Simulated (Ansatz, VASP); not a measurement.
One calculation of MgTe, two programs

File INCAR:

```
SYSTEM = MgTe
  PREC = Accurate
  ENCUT = 600
  EDIFF = 1E-7
  ISMEAR = 0
  SIGMA = 0.02
  LREAL = .FALSE.
  LASPH = .TRUE.
  NELM = 100
  ALGO = Fast
  ISIF = 3
  LWAVE = .FALSE.
  LCHARG = .FALSE.
  GGA = PE
  IBRION = 2
  NSW = 100
  EDIFFG = -0.005
```

The input KPOINTS:

```
Automatic mesh
0
G
  6 6 4
  0 0 0
```

File POSCAR:

```
MgTe
1.0
    4.5200000000      0.0000000000      0.0000000000
   -2.2600000000      3.9144348251      0.0000000000
    0.0000000000      0.0000000000      7.3300000000
Mg Te
2 2
Direct
    0.3333333333      0.6666666667      0.0000000000
    0.6666666667      0.3333333333      0.5000000000
    0.3333333333      0.6666666667      0.3850000000
    0.6666666667      0.3333333333      0.8850000000
```

Input for Ansatz:

```yaml
crystal:
  lattice:
    - [4.52, 0.0, 0.0]
    - [-2.26, 3.9144348251, 0.0]
    - [0.0, 0.0, 7.33]
  atoms:
    - { symbol: Mg, position: [0.3333333333, 0.6666666667, 0.0] }
    - { symbol: Mg, position: [0.6666666667, 0.3333333333, 0.5] }
    - { symbol: Te, position: [0.3333333333, 0.6666666667, 0.385] }
    - { symbol: Te, position: [0.6666666667, 0.3333333333, 0.885] }
basis:
  ecutwfc: 420
kpoints:
  mp_grid: { grid: [6, 6, 4] }
hamiltonian:
  xc: pbe
scf:
  occupations: { method: gaussian, width: 0.02 }
output:
  forces: true
  stress: true
  eigenvalues: true
relax:
  adjacent_minimum: "off"
  f_tol: 0.005
  max_steps: 80
  cell: { stress_tol: 0.05 }
```

Alike in both runs: task relaxation of cell and atoms; functional PBE; k mesh 6 × 6 × 4; occupations gaussian, width 0.02 eV; no spin polarisation.

```csv
,VASP,Ansatz
version,VASP 6.6.1,Ansatz 0.2.0
potentials or method,"VASP PAW PBE potentials, release 64 (Mg, Te)","scalar-relativistic, plane waves, PAW"
plane-wave cutoff (eV),600,420
valence electrons in the cell,16,52
```

|  | VASP | Ansatz | Ansatz less VASP |
| --- | --- | --- | --- |
| gap on the k mesh at the Fermi level, each at its own relaxed structure (eV) | 2.36 | 2.37 | +0.011 |
| relaxed volume (Å³/atom) | 34.47 | 34.49 | +0.023 |
| relaxed cell length with the largest relative difference (Å) | 7.498 | 7.506 | +0.0072 |
| energy change over the relaxation (meV/atom) | -18 | -18 | -0.1 |

The two sets of potentials don't hold the same shells in valence.

Caveats: spin-orbit coupling is left out, which moves the levels of the heavy elements. PBE usually gives volumes a little too large and moduli too small. As with any semilocal functional, this PBE gap is likely too small.
